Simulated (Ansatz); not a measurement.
# What MoS2 monolayer (1T) distorts into, part 3 of 3

Which phase does MoS2 monolayer (1T) fall into along its unstable mode, and how much energy does it gain?

Ansatz 0.2.0; DFT PBEsol, scalar-relativistic, plane waves, PAW; PAW set soft_1.

So far. Step 5 (Energy along the mode, all amplitudes (two of the runs …): The lowest of the steps tried is at 0.22 Å, 21.8 meV/atom below the parent; the bottom of the well need not coincide with a step. Step 7 (The new phase in its own primitive cell): The largest force component left is 0.36 meV/Å, within the tolerances set.

## Step 8: Modes of the new phase, k-mesh 8×8×1

A relaxed structure may still be a saddle point, so its zone-centre modes are computed. No field response is asked, since the mesh shows no gap.

Contents of input.yaml:

```yaml
crystal:
  lattice:
    - [1.0e-10, -5.4715772758, 0.0]
    - [-4.8018974323, -2.735788638, 0.0]
    - [0.0, 0.0, -29.504]
  atoms:
    - { symbol: Mo, position: [0.3333333333, 0.3333333333, 0.6610629222] }
    - { symbol: Mo, position: [0.0254637275, -0.0509274549, 0.6610629222] }
    - { symbol: Mo, position: [0.6412029392, 0.7175941216, 0.6610629222] }
    - { symbol: S, position: [0.342438821, 0.6596777906, 0.6064592852] }
    - { symbol: S, position: [0.989094967, 0.3333333333, 0.6125403464] }
    - { symbol: S, position: [0.6687832782, 1.0069888761, 0.6064592852] }
    - { symbol: S, position: [0.6775716996, 0.3333333333, 0.709585498] }
    - { symbol: S, position: [0.3242278457, 0.0069888761, 0.7156665591] }
    - { symbol: S, position: [-0.0021166116, 0.6596777906, 0.7156665591] }
  periodic: [true, true, false]
kpoints:
  mp_grid: { grid: [8, 8, 1] }
hamiltonian:
  xc: pbesol
  pseudopotentials: { kind: paw, azcp: { folder: soft_1 }, xc_functional: pbe }
scf:
  occupations: { method: methfessel_paxton, width: 0.2 }
output:
  eigenvalues: true
phonons:
  method: dfpt
```

Launch:

```console
$ ansatz run input.yaml --threads 4 --pin off --max-ram 16384MiB --backend cpu --events-out ev --progress --plain --runs-dir out
```

Numbers of over 12 decimals in the logs are rounded to 6 here.

The program printed:

```text
[...]
Crystal: 9 atoms, lattice volume = 775.187 Å³
Basis set: ecut = 420 eV, 15119 PW (Γ), exchange–correlation on 96×96×400 points (8 copies of the dense FFT grid, shifted against one another)
Bands: 48, of which v1, the nominal top of the filled ones, is band 39 counted from 1 (38 counted from 0)
Symmetry: 4 space group operations
k-points: 34 of 64 (irreducible under 1 space group operation, time reversal used)
[...]
SCF iter   1: F=—  HF=-20012.897831 eV  |F-HF|=—  |Δ(HF+E_count)|=         —  Δρ=4.06e-2  dr2=1.97e1  ethr=3.10e-3  ⟨swp⟩=15.9  Hψ=11842  notcnv=0
[...]
SCF iter  14: F=-20008.293425 eV  HF=-20008.293425 eV  |F-HF|=4.95e-10  |Δ(HF+E_count)|=   1.27e-9  S|Δr|=    0.00e0  Δρ=2.30e-8  dr2=6.28e-12  ethr=1.00e-12  ⟨swp⟩=24.7  Hψ=15182  notcnv=0
SCF 1 converged in 14 iterations: F = -20008.293425 eV  dr2 = 6.28e-12
[...]
DFPT response loops at Γ: preconditioner auto → none (partly filled bands, converged f_vac=0.764); β = 0.50; Broyden in place of MSR1
SCF converged after 14 iterations
[...]
Free energy (F): -20008.293425 eV
[...]
Internal energy: -20008.301909 eV  (E = F + TS)
E sigma→0 (E₀):  -20008.295546 eV
Entropy (-TS):   0.008484 eV (0.943 meV/atom)
Fermi energy:    -5.226154 eV
[...]
--- Band table (eV; the first three rows and the last of 34) ---
  k-point 0: bands = [... 35 lower, -6.0933, -6.0874, -5.8461, -5.4032, -5.0110, -4.8657, -4.7118, -4.2614, ... 5 higher]
  k-point 1: bands = [... 35 lower, -6.2663, -6.2343, -6.0926, -5.1998, -5.0198, -4.8968, -4.5195, -4.1671, ... 5 higher]
  k-point 2: bands = [... 35 lower, -6.7035, -6.4981, -6.1294, -5.2030, -5.1946, -4.6471, -4.2920, -4.0447, ... 5 higher]
  k-point 33: bands = [... 35 lower, -6.9390, -6.6988, -6.4789, -5.8391, -4.9885, -4.5036, -4.3192, -3.7274, ... 5 higher]
--- Phonons (Γ-DFPT): 18 representative perturbations + reference, on 34 of 64 k-points (Σ response iterations 93) ---
  ASR residual: 8.632e-5 → 0.000e0 eV/Å²; symmetrization residual: 1.397e-5 eV/Å²
[...]
ASR residual per site (eV/Å²): 5.14e-5 8.63e-5 8.63e-5 2.09e-5 2.32e-5 2.09e-5 2.40e-5 2.59e-5 2.59e-5
  Γ frequencies (cm⁻¹): -219.93 -129.14 0.00 0.00 0.00 67.59 122.33 146.36 184.36 247.26 250.25 258.34 269.02 295.07 296.44 303.37 306.50 307.05 323.63 324.81 335.44 340.16 355.54 379.51 383.71 387.77 454.35
  non-analytic LO–TO correction: not included (Born effective charges unavailable; polar crystals: no LO–TO splitting at Γ)
```

The job ended after 20 min (4 threads of Arm Neoverse V1, shared host; peak memory 4.5 GiB; 76 min of CPU time).

This step gave:

| Item | Value |
| --- | --- |
| sum-rule residual before enforcement | 8.63e-5 eV/Å² |
| point group | 2/m |
| highest optical mode at the zone centre (no LO-TO term) | 454.4 cm⁻¹ |
| lowest optical zone-centre mode | -219.9 cm⁻¹ |

Patterns of degenerate modes are one choice out of their space. The modes at Γ (shares of kinetic energy by element, %) (negative means imaginary):

```tsv
mode	frequency (cm⁻¹)	symmetry	Mo %	S %
1	-219.9	Bu	84	16
2	-129.1	Au	89	11
3	0.0	acoustic	60	40
4	0.0	acoustic	60	40
5	0.0	acoustic	60	40
6	67.6	Bg	89	11
7	122.3	Bu	78	22
8	146.4	Bg	63	37
9	184.4	Ag	69	31
10	247.3	Ag	1	99
11	250.2	Bu	28	72
12	258.3	Au	26	74
13	269.0	Bg	1	99
14	295.1	Bu	23	77
15	296.4	Bu	16	84
16	303.4	Au	1	99
17	306.5	Ag	0	100
18	307.1	Bg	4	96
19	323.6	Ag	25	75
20	324.8	Bg	27	73
21	335.4	Bu	17	83
22	340.2	Au	18	82
23	355.5	Ag	1	99
24	379.5	Au	6	94
25	383.7	Bg	17	83
26	387.8	Ag	4	96
27	454.4	Bu	34	66
```

Displacements in mode 1 (-219.9 cm⁻¹), the largest set to 1:
```
Mo1  0.00  1.00 -0.06
Mo2  0.00 -0.45 -0.07
Mo3  0.00 -0.45 -0.07
S4   0.07 -0.08 -0.13
S5   0.00  0.02  0.58
S6  -0.07 -0.08 -0.13
S7   0.00  0.02  0.58
S8   0.07 -0.08 -0.13
S9  -0.07 -0.08 -0.13
```

Displacements in mode 7 (122.3 cm⁻¹), the largest set to 1:
```
Mo1  0.00  0.01  1.00
Mo2  0.00  0.03 -0.49
Mo3  0.00  0.03 -0.49
S4  -0.48 -0.20 -0.04
S5   0.00  0.31  0.05
S6   0.48 -0.20 -0.04
S7   0.00  0.31  0.05
S8  -0.48 -0.20 -0.04
S9   0.48 -0.20 -0.04
```

Before it was imposed, the acoustic sum rule was missed by 8.6e-5 eV/Å². Small misses are needed for a sound result but don't prove that mesh and cutoff are converged. The lowest optical mode is imaginary, 219.9i cm⁻¹, so the energy falls along it.

## Step 9: Summary of results

- unstable mode of the parent: q = (0.333, 0.333, 0), 162i cm⁻¹
- depth at the lowest point sampled: 21.8 meV/atom
- largest atomic shift at that point: 0.22 Å
- space group reached (within 0.01 Å): C2/m
- energy gained over the parent (first relaxation, on the mesh of the frozen mode): 36.5 meV/atom
- area per atom, phase reached: 2.92 Å²
- lowest optical zone-centre mode, phase reached: -220 cm⁻¹
- highest optical mode at the zone centre (no LO-TO term), phase reached: 454 cm⁻¹

What this shows: Along this mode the structure falls into C2/m, 36.5 meV/atom below the parent. At the parent's cell the well is 21.80 meV/atom deep on the steps tried, with its lowest point at a shift of 0.22 Å. Relaxing atoms and cell changes the gain by +14.69 meV/atom against the lowest step (energies at zero smearing). The new phase still has an imaginary mode at the zone centre of its cell, so it is a saddle point on the way to a lower structure. Of the 4 patterns followed to their end from this parent, this one ends 51.7 meV/atom above the lowest, P2_1/m. Each path keeps the symmetry of its pattern, so a lower phase may lie along a pattern not tried. With no gap, or one that is small against the smearing, the frequencies hang on the k mesh and the smearing, most of all near Kohn anomalies. In a sheet or slab the interpolated bending branch near Γ is rough, since the rotational sum rule isn't imposed. A semilocal functional can close a gap that the real compound would have, so the metallic treatment may be an artefact of the level. The PAW files were made for PBE and serve the other functionals too. The starting cell was built on a prototype and not taken from a measurement.

[Logs are printed without paths, hosts, clocks, repeated set-up lines and the standing remarks that a program may print on its own settings, such as how far it seeks lower states.]

[Hosts, paths, dates, database ids (printed as entryN), source tags and the programs' standing remarks are cut or masked in the printed files.]
